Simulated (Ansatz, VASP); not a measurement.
## Two plane-wave programs on LiCl

The input INCAR:

```
PREC = Accurate
ENCUT = 520
EDIFF = 1E-6
ISMEAR = 0
SIGMA = 0.05
LREAL = F
LASPH = T
NELM = 100
ALGO = Normal
ISIF = 2
LWAVE = F
LCHARG = T
GGA = PE
LELF = T
LVHAR = T
NBANDS = 12
```

KPOINTS

```
regular mesh
0
Gamma
  8 8 8
```

The input POSCAR:

```
LiCl
1.0
    0.0000000000      2.5262886000      2.5262886000
    2.5262886000      0.0000000000      2.5262886000
    2.5262886000      2.5262886000      0.0000000000
Li Cl
1 1
Direct
    0.0000000000      0.0000000000      0.0000000000
    0.5000000000      0.5000000000      0.5000000000
```

Input for Ansatz:

```yaml
crystal:
  lattice:
    - [0.0, 2.5262886, 2.5262886]
    - [2.5262886, 0.0, 2.5262886]
    - [2.5262886, 2.5262886, 0.0]
  atoms:
    - { symbol: Li, position: [0.0, 0.0, 0.0] }
    - { symbol: Cl, position: [0.5, 0.5, 0.5] }
basis:
  ecutwfc: 420
kpoints:
  mp_grid: { grid: [8, 8, 8] }
hamiltonian:
  xc: pbe
scf:
  occupations: { method: gaussian, width: 0.05 }
output:
  forces: true
  stress: true
  eigenvalues: true
```

Change from the starting cell: strain -0.015 along x and y, -0.015 along z, atoms carried along.

Alike in both runs: task single point; functional PBE; k mesh 8 × 8 × 8; occupations gaussian, width 0.05 eV; no spin polarisation.

|  | VASP | Ansatz |
| --- | --- | --- |
| version | VASP 6.6.1 | Ansatz 0.2.0 |
| potentials or method | VASP PAW PBE potentials, release 64 (Li_sv, Cl) | scalar-relativistic, plane waves, PAW |
| plane-wave cutoff (eV) | 520 | 420 |
| valence electrons in the cell | 10 | 10 |

VASP gave:

* gap on the k mesh at the Fermi level (eV): 6.61
* least direct gap on the mesh (eV): 6.61

Task: Which values does Ansatz return?

Result: gap on the k mesh at the Fermi level (eV): 6.60; least direct gap on the mesh (eV): 6.60.

The functional is the same, so the differences come from potentials, cutoffs and numerics.

 A k mesh can miss the band edges.
